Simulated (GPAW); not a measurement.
Runs of GPAW 26.7.0 on MgTe. Symmetry: F-43m, No. 216, cubic system. The conventional cell has a = 6.464 Å, b = 6.464 Å, c = 6.464 Å, α = 90.00°, β = 90.00°, γ = 90.00°. Around Te (site symmetry -43m) lie 4 Mg at 2.80 Å. Around Mg (site symmetry -43m) lie 4 Te at 2.80 Å. The cell comes from a database or a generator and needn't be the stable form of this composition.

```csv
task,level,potentials or basis,k mesh,band path,band points,gap on the mesh (eV),pressure (GPa),V0 of scaled cells (Å³/atom),B0 (GPa)
band structure,r2SCAN,"GPAW PAW data sets (gpaw-data 1.2.1), pw",7 × 7 × 7,"GXWKGLUWLK,UX",100,3.12,0.1,-,-
equation of state,LDA,"the program's PAW data sets (release 1.2.1) made for this functional, pw",7 × 7 × 7,-,-,-,-,32.26,(c)
single point,TB-mBJ,"GPAW PAW data sets for LDA (gpaw-data 1.2.1), pw",8 × 8 × 8,-,-,3.46,-,-,-
equation of state,PBEsol,"PAW data sets generated in the run's folder for this functional, pw",7 × 7 × 7,-,-,-,-,(b),(a)
band structure,PBEsol,"PAW data sets generated in the run's folder for this functional, pw",7 × 7 × 7,"GXWKGLUWLK,UX",100,2.31,-0.4,-,-
```

Alike in all rows: no spin polarisation; cell as given; cutoff (eV) 800; smearing fermi-dirac 0.05 eV.

Q: Estimate the missing entries.

A: (a) 36; (b) 33.36; (c) 39.

Caveats: spin-orbit coupling is left out, which moves the levels of the heavy elements (some runs); the PAW data sets were made with another functional, which shifts forces and pressure a little (some runs); a model potential gives levels but no total energy (some runs).

A k mesh can miss the band edges, and the runs leave out spin-orbit coupling on Te.

Runs at the PBE level aren't shown here.
